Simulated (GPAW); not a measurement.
KCl:

```
K Cl
1.0
     3.83920    0.00000    0.00000
     0.00000    3.83920    0.00000
     0.00000    0.00000    3.83920
K Cl
1 1
Direct
  0.00000 0.00000 0.00000
  0.50000 0.50000 0.50000
```

Measurements of this composition are mostly on another form, of space group No. 225.

Base run:

| Property | Result |
| --- | --- |
| Program | GPAW 26.7.0 |
| Functional | PBEsol |
| Potentials or basis | PAW data sets generated in the run's folder for this functional |
| Cutoff | 600 eV |
| Basis | pw |
| k mesh | 7 × 7 × 7 |
| Occupations | fermi-dirac, width 0.05 eV |
| Spin | no spin polarisation |

Its results: band gap on the k mesh 4.65 eV, indirect (least direct gap 4.83 eV); pressure -1.5 GPa.

Q: The run is repeated on the same cell with these changes: functional from PBEsol to LDA; potentials or basis from PAW data sets generated in the run's folder for this functional to the program's PAW data sets (release 1.2.1) made for this functional. What comes out?

A: Band gap on the k mesh 4.39 eV, indirect (least direct gap 4.58 eV); pressure -3.2 GPa.
